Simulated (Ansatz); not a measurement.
# Energy landscape near a Te structure

Computed with DFT PBEsol, scalar-relativistic, plane waves, PAW (Ansatz 0.2.0).

Cutoff 420 eV; k points 12×12×8 on the computed 3-atom cell (Γ-centred); Gaussian smearing, width 0.10 eV; no spin polarisation.

Reference cell:

```
Te
1.0
     3.82029   -2.14820    0.00000
     3.82029    2.14820    0.00000
    -0.09429    0.00000    5.97609
Te
3
Direct
  0.69055 0.69055 0.66119
  0.30945 0.30945 0.33881
  0.00000 0.00000 0.00000
```

Each variant moves atoms of this cell by the vectors given, if any (Å), and then applies a symmetric strain (tensor components, Cartesian axes). The reference cell isn't relaxed at this level. Energies are per atom at zero smearing, counted from the lowest variant. Pressure is positive in compression.

1. strain (xx yy zz yz xz xy, %) 0.54 3.68 3.40 0.00 -0.25 0.00; moves: Te1 (-0.048, -0.032, 0.002); Te2 (0.048, -0.032, -0.002); Te3 (0.000, 0.065, 0.000)
2. strain (xx yy zz yz xz xy, %) -4.17 4.36 -5.11 0.00 3.11 0.00; moves: Te1 (0.068, -0.015, -0.003); Te2 (-0.068, -0.015, 0.003); Te3 (0.000, 0.031, 0.000)
3. strain (xx yy zz yz xz xy, %) -0.40 1.05 1.16 0.00 -0.50 0.00; moves: Te1 (-0.122, 0.000, -0.003); Te2 (0.122, 0.000, 0.003)
4. strain (xx yy zz yz xz xy, %) 4.37 -4.22 5.19 0.00 -2.80 0.00; moves: Te1 (0.027, 0.000, -0.025); Te2 (-0.027, 0.000, 0.025)
5. strain (xx yy zz yz xz xy, %) 0.17 -0.47 -0.65 0.00 -1.00 0.00; moves: Te1 (-0.251, 0.000, -0.176); Te2 (0.251, 0.000, 0.176)
6. strain (xx yy zz yz xz xy, %) 3.95 5.88 4.81 0.00 -0.03 0.00; moves: Te1 (-0.120, 0.000, 0.022); Te2 (0.120, 0.000, -0.022)

Problem. Order the variants by energy, lowest first.

Solution. 3 (0.0 meV/atom), 2 (3.2 meV/atom), 4 (39.8 meV/atom), 1 (45.2 meV/atom), 5 (64.4 meV/atom), 6 (151.5 meV/atom).

Problem. Order them by pressure, highest first.

Solution. 2 (1.74 GPa), 5 (-0.51 GPa), 3 (-3.50 GPa), 4 (-4.02 GPa), 1 (-5.19 GPa), 6 (-7.14 GPa).